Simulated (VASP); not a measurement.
# Results of a VASP single-point calculation on HgSe (strained zincblende)

POSCAR

```
Hg Se
 1.0000000000000000
     0.0000000000000000    2.9998851441999999    2.9998851441999999
     2.9998851441999999    0.0000000000000000    2.9998851441999999
     2.9998851441999999    2.9998851441999999    0.0000000000000000
 Hg  Se
   1   1
Cartesian
  0.0000000000000000  0.0000000000000000  0.0000000000000000
  1.4999425720999999  1.4999425720999999  1.4999425720999999
```

| Item | Value |
| --- | --- |
| gap between bands v and c | 0.00 eV |
| least direct gap | 0.00 eV |

Band v is the last that the valence electrons fill when counted band by band, and c is the next. Levels in eV from the top of v:

```tsv
point	v−1	v	c	c+1
Γ	0.00	0.00	0.00	5.86
X	-2.56	-2.56	3.06	3.20
K	-3.19	-2.09	3.25	4.82
L	-1.09	-1.09	1.42	6.65
W	-3.05	-2.67	4.06	5.40
```

Question: Which of these levels of theory gave these results?
A. PBE0
B. LDA
C. PBE
D. PBE with spin–orbit coupling
E. HSE06
F. PBEsol
G. r²SCAN

Answer: G.

The INCAR was:

```
LCHARG = .TRUE.
NBANDS = 16
LREAL = .FALSE.
ISMEAR = -1
LASPH = .TRUE.
ISIF = 2
LWAVE = .FALSE.
SIGMA = 0.02
NSW = 0
ALGO = Normal
EDIFF = 1E-7
LELF = .TRUE.
PREC = Accurate
NELM = 120
ENCUT = 520
IBRION = -1
METAGGA = R2SCAN
```
